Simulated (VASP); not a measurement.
CaF2: single point with PBE

Crystal: CaF2.

```
CELL_PARAMETERS angstrom
0.00000 2.75588 2.75588
2.75588 0.00000 2.75588
2.75588 2.75588 0.00000
ATOMIC_POSITIONS crystal
Ca 0.00000 0.00000 0.00000
F 0.75000 0.75000 0.75000
F 0.25000 0.25000 0.25000
```

The cell comes from a database or a generator and needn't be the stable form of this composition.

```
Program                : VASP 6.6.1
Task                   : single point
Functional             : PBE
Potentials or basis    : VASP PAW PBE potentials, release 64 (Ca_sv, F)
Cutoff                 : 520 eV
k mesh                 : 8 × 8 × 8
Occupations            : gaussian, width 0.02 eV
Spin                   : no spin polarisation
Dipole correction      : no
Further INCAR settings : ALGO = Normal; EDIFF = 1e-07; NBANDS = 19
```

The pressure is 0.2 GPa. The band gap on the k mesh is 7.12 eV, indirect (least direct gap 7.37 eV).

Levels at points of the mesh, in eV from the valence-band top:
| k point | band 10 | band 11 | band 12 | band 13 | band 14 | band 15 |
| --- | --- | --- | --- | --- | --- | --- |
| (0.00, 0.00, 0.00) | -0.25 | -0.25 | -0.25 | 7.12 | 9.06 | 9.06 |
| (0.50, 0.00, 0.00) | -1.20 | -0.82 | -0.82 | 9.26 | 9.26 | 9.57 |
| (0.50, 0.50, 0.00) | -0.35 | -0.35 | 0.00 | 8.04 | 9.36 | 9.93 |

It took 28 s on 1 thread of AMD EPYC 7R43 64-Core Processor (Zen 3) (shared host), peak memory 0.14 GiB.

A k mesh can miss the band edges. As with any semilocal functional, this PBE gap is likely too small.
